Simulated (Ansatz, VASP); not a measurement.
# One calculation of InP, two programs

```xyz
2
Lattice="0.0000 2.9305 2.9305 2.9305 0.0000 2.9305 2.9305 2.9305 0.0000" Properties=species:S:1:pos:R:3 pbc="T T T"
In    0.0000    0.0000    0.0000
P     4.3957    4.3957    4.3957
```

Alike in both runs: task band structure; functional r2SCAN; k mesh 8 × 8 × 8; occupations fermi-dirac, width 0.05 eV; no spin polarisation.

|  | VASP | Ansatz |
| --- | --- | --- |
| version | VASP 6.6.1 | Ansatz 0.2.0 |
| potentials or method | VASP PAW PBE potentials, release 64 (In_d, P) | Ansatz PAW |
| plane-wave cutoff (eV) | 520 | 500 |
| valence electrons in the cell | 18 | 18 |

VASP gave:

* gap on the k mesh at the Fermi level (eV): 1.17
* least direct gap on the mesh (eV): 1.17
* gap along the band path (eV): 1.17
* pressure (GPa): 1.6

Question: What did Ansatz give for the same quantities?

Answer: gap on the k mesh at the Fermi level (eV): 1.16; least direct gap on the mesh (eV): 1.16; gap along the band path (eV): 1.16; pressure (GPa): 1.7.

Caveats: spin-orbit coupling is left out, which moves the levels of the heavy elements; the PAW data sets were made with another functional, which shifts forces and pressure a little (VASP); the PAW data sets come from PBE, with cores solved anew for the run's functional, which leaves a small shift of forces and pressure (Ansatz). r2SCAN opens gaps a little over a GGA but as a rule still falls short of measured ones.
